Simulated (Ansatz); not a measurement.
The system is Ge.

```
Ge
1.0
    -1.60842    1.60842    1.87318
     1.60842   -1.60842    1.87318
     1.60842    1.60842   -1.87318
Ge
1
Direct
  0.50000 0.50000 0.00000
```

The cell was built by a generator and needn't be a form met in nature.

- Program: Ansatz 0.2.0
- Task: relaxation of cell and atoms
- Functional: HSE03
- Potentials or basis: Ansatz PAW
- Cutoff: 420 eV (not typed: the program's choice for these potentials)
- k mesh: 6 × 6 × 6
- Occupations: fermi-dirac, width 0.05 eV
- Spin: no spin polarisation

At the start: volume 19.38 Å³/atom.

**Question.** Where does the relaxation end?

**Answer.** It ends after 7 steps and the volume is 18.80 Å³/atom (-3.0 %); space group I4/mmm (No. 139, to 0.05 Å).

Step by step:
```tsv
step	energy change (eV)	largest force (eV/Å)	volume (Å³)
1	0.0000	0.0000	19.38
2	-0.0430	0.0000	19.08
3	-0.0666	0.0000	18.47
4	-0.0676	0.0000	18.88
5	-0.0676	0.0000	18.87
6	-0.0680	0.0000	18.80
7	-0.0677	0.0000	18.80
```

Final structure:
```
Ge
1.0
    -1.66377    1.66377    1.69803
     1.66377   -1.66377    1.69803
     1.66377    1.66377   -1.69803
Ge
1
Direct
  0.50000 0.50000 0.00000
```

Caveat: the k mesh is coarse (spacing up to 0.46 Å⁻¹), so the values aren't converged, least of all with exact exchange; the plane-wave basis is chosen anew once the cell has moved, so the energies of steps on either side of that aren't comparable; the PAW data sets come from PBE, with cores solved anew for the run's functional, which leaves a small shift of forces and pressure.
